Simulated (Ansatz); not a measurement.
# Bi2Te3: response to strain

Aim: deform Bi2Te3 (equal xx and yy strain of +3 %) and compute stress, forces and field gradients with LAPW, PAW and all-electron datasets made for the crystal.

Program: Ansatz 0.2.0. Level of theory: DFT PBE, scalar-relativistic. These are calculated values, not measurements.

**1. Starting point**

It takes space group R3m (No. 160, trigonal). The conventional cell has a = 4.417 Å, b = 4.417 Å, c = 29.840 Å, α = 90.00°, β = 90.00°, γ = 120.00°. Bi (site symmetry 3m) has 3 Te at 3.03 Å and 3 Bi at 3.43 Å as nearest neighbours. Bi (site symmetry 3m) has 3 Te at 3.27 Å and 3 Bi at 3.43 Å as nearest neighbours. Te (site symmetry 3m) has 6 Te at 3.04 to 3.45 Å as nearest neighbours. Around Te (site symmetry 3m) lie 3 Bi at 3.03 Å and 3 Te at 3.45 Å. Te (site symmetry 3m) has 3 Te at 3.04 Å and 3 Bi at 3.27 Å as nearest neighbours.

As a file:

```
Bi Te
1.0
     2.20850    1.27508    9.94667
    -2.20850    1.27508    9.94667
     0.00000   -2.55016    9.94667
Bi Te
2 3
Direct
  0.81200 0.81200 0.81200
  0.40200 0.40200 0.40200
  0.61100 0.61100 0.61100
  0.20000 0.20000 0.20000
  0.00000 0.00000 0.00000
```

Atoms are numbered in the order of the input: Bi1, Bi2, Te3, Te4, Te5.

**2. After the deformation**

Space group R3m before, R3m after.

**3. All-electron LAPW**

File input.yaml:

```yaml
crystal:
  lattice:
    - [2.2747562915, 1.3133311572, 9.94667]
    - [-2.2747562915, 1.3133311572, 9.94667]
    - [0.0, -2.6266623145, 9.94667]
  atoms:
    - { symbol: Bi, position: [0.812, 0.812, 0.812] }
    - { symbol: Bi, position: [0.402, 0.402, 0.402] }
    - { symbol: Te, position: [0.611, 0.611, 0.611] }
    - { symbol: Te, position: [0.2, 0.2, 0.2] }
    - { symbol: Te, position: [0.0, 0.0, 0.0] }
kpoints:
  mp_grid: { grid: [8, 8, 8] }
  band_path:
    path:
      - [0.0, 0.0, 0.0]
      - [0.5, 0.5, 0.5]
      - [0.8217107728, 0.1782892272, 0.5]
      - [0.5, -0.1782892272, 0.1782892272]
      - [0.5, 0.0, 0.0]
      - [0.0, 0.0, 0.0]
      - [0.3391446136, -0.3391446136, 0.0]
      - [0.6608553864, 0.0, 0.3391446136]
      - [0.5, 0.0, 0.5]
    npoints: 5
scf:
  occupations: { method: fermi_dirac, width: 0.08 }
hamiltonian:
  xc: pbe
  pseudopotentials: { kind: all_electron, lapw: { basis_error: 0.001 } }
output:
  forces: true
  stress: true
  eigenvalues: true
```

Launch:

```sh
$ ansatz run input.yaml --threads 2 --pin off --max-ram 6144MiB --backend cpu --events-out ev --progress --plain --runs-dir out
```

**4. PAW with frozen cores**

File input.yaml:

```yaml
crystal:
  lattice:
    - [2.2747562915, 1.3133311572, 9.94667]
    - [-2.2747562915, 1.3133311572, 9.94667]
    - [0.0, -2.6266623145, 9.94667]
  atoms:
    - { symbol: Bi, position: [0.812, 0.812, 0.812] }
    - { symbol: Bi, position: [0.402, 0.402, 0.402] }
    - { symbol: Te, position: [0.611, 0.611, 0.611] }
    - { symbol: Te, position: [0.2, 0.2, 0.2] }
    - { symbol: Te, position: [0.0, 0.0, 0.0] }
kpoints:
  mp_grid: { grid: [8, 8, 8] }
scf:
  occupations: { method: fermi_dirac, width: 0.08 }
hamiltonian:
  xc: pbe
  pseudopotentials: { kind: paw }
output:
  forces: true
  stress: true
  eigenvalues: true
  efg: { contact_densities: true }
```

**5. Datasets made for this crystal**

input.yaml: that of step 4 with these lines changed.

```diff
@@ -17,3 +17,3 @@
   xc: pbe
-  pseudopotentials: { kind: paw }
+  pseudopotentials: { kind: all_electron, datasets: crystal }
 output:
```

(Steps that only read results are left out.)

**Question.** What will these runs give? Wanted: pressure; largest shear or deviatoric stress.

The runs gave:

```
                                 quantity                                              value
                                 pressure  LAPW -1.04, PAW -1.05, crystal datasets -1.04 GPa
largest shear or deviatoric stress (LAPW)                                           0.21 GPa
```

What this shows: The largest part of the stress beyond the pressure is 0.21 GPa in size, in the zz component; the atoms are carried along and not relaxed. No run of the undeformed cell stands beside it, so the pressure holds what the given cell had before the change. PAW: stress within 0.01 GPa of LAPW, forces within 1 meV/Å. Crystal datasets: stress within 0.01 GPa of LAPW, forces within 1 meV/Å. Spin-orbit coupling is left out, though the cell holds Bi; in elements this heavy it can shift bands and gaps by tenths of an eV.
